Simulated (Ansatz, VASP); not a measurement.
**Two plane-wave programs on C**

The input INCAR:

```
SYSTEM = C
  PREC = Accurate
  ENCUT = 520
  EDIFF = 1E-6
  ISMEAR = -1
  SIGMA = 0.02
  LREAL = .False.
  LASPH = .True.
  NELM = 100
  ALGO = Normal
  ISIF = 2
  LWAVE = .False.
  LCHARG = .False.
  LDIPOL = .True.
  IDIPOL = 3
  DIPOL = 0.5 0.5 0.500
  GGA = PS
  NBANDS = 11
```

The input KPOINTS:

```
Automatic mesh
0
Gamma
  12 9 1
  0 0 0
```

POSCAR

```
C
1.0
    2.5129203383      0.0000000000      0.0000000000
    0.0000000000      3.5538060236      0.0000000000
    0.0000000000      0.0000000000     16.0000000000
C
2
Direct
    0.7500000000      0.1250000000      0.5000000000
    0.2500000000      0.8750000000      0.5000000000
```

Input for Ansatz:

```yaml
crystal:
  lattice:
    - [2.5129203383, 0.0, 0.0]
    - [0.0, 3.5538060236, 0.0]
    - [0.0, 0.0, 16.0]
  atoms:
    - { symbol: C, position: [0.75, 0.125, 0.5] }
    - { symbol: C, position: [0.25, 0.875, 0.5] }
  periodic: [true, true, false]
kpoints:
  mp_grid: { grid: [12, 9, 1] }
scf:
  occupations: { method: fermi_dirac, width: 0.02 }
hamiltonian:
  xc: pbesol
  pseudopotentials: { kind: paw }
output:
  forces: true
  stress: true
  eigenvalues: true
  write_density: true
  write_potential: true
  elf: true
  volumetric_format: npy
```

Alike in both runs: task single point; functional PBEsol; k mesh 12 × 9 × 1; occupations fermi-dirac, width 0.02 eV; no spin polarisation.

|  | VASP | Ansatz |
| --- | --- | --- |
| version | VASP 6.6.1 | Ansatz 0.2.0 |
| potentials or method | VASP PAW PBE potentials, release 64 (C) | PAW with Ansatz's default frozen-core files, scalar-relativistic |
| plane-wave cutoff (eV) | 520 | 420 |
| valence electrons in the cell | 8 | 8 |

Ansatz gave:

- rms of the force components (eV/Å): 4.836

Estimate VASP's values.

rms of the force components (eV/Å): 4.810.

Atom by atom the forces differ by 0.026 eV/Å (rms over components). Ansatz warned: «slab_cell_height_set».

Caveats: the PAW data sets were made with another functional, which shifts forces and pressure a little (VASP).
